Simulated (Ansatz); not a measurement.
# Hg: distorted cells

All numbers below come from DFT PBE, scalar-relativistic, plane waves, PAW (Ansatz).

Plane waves to 420 eV, a k mesh through Γ of 12×12×12 on the computed 1-atom cell and Gaussian smearing (0.05 eV); no spin polarisation.

Reference cell:

```
CELL_PARAMETERS angstrom
0.00000 2.39191 2.39191
2.39191 0.00000 2.39191
2.39191 2.39191 0.00000
ATOMIC_POSITIONS crystal
Hg 0.00000 0.00000 0.00000
```

Each variant moves atoms of this cell by the vectors given, if any (Å), and then applies a symmetric strain (tensor components, Cartesian axes). The reference cell isn't relaxed at this level. Energies are per atom at zero smearing, counted from the lowest variant. Pressure is positive in compression.

1. strain (xx yy zz yz xz xy, %) -0.86 -0.86 -0.86 0.00 0.00 0.00
2. strain (xx yy zz yz xz xy, %) -1.39 -1.39 -1.39 6.00 6.00 -6.00
3. strain (xx yy zz yz xz xy, %) 2.34 4.38 0.42 -0.56 -1.46 -0.92
4. strain (xx yy zz yz xz xy, %) -1.29 -1.29 -1.29 0.00 0.00 0.00
5. strain (xx yy zz yz xz xy, %) -2.89 -2.89 -2.89 0.00 0.00 0.00

| result | ΔE (meV/atom) | P (GPa) |
| --- | --- | --- |
| A | 0.0 | 0.44 |
| B | 10.8 | 0.82 |
| C | 26.9 | 2.56 |
| D | 12.9 | 1.12 |
| E | 24.2 | 1.30 |

Which variant gave which result?

A is 3, B is 1, C is 5, D is 4, E is 2. The pressure falls as the cell grows: from the smallest volume to the largest the variants are 5, 2, 4, 1, 3.

Spin–orbit coupling is left out, which can shift energies with elements as heavy as these.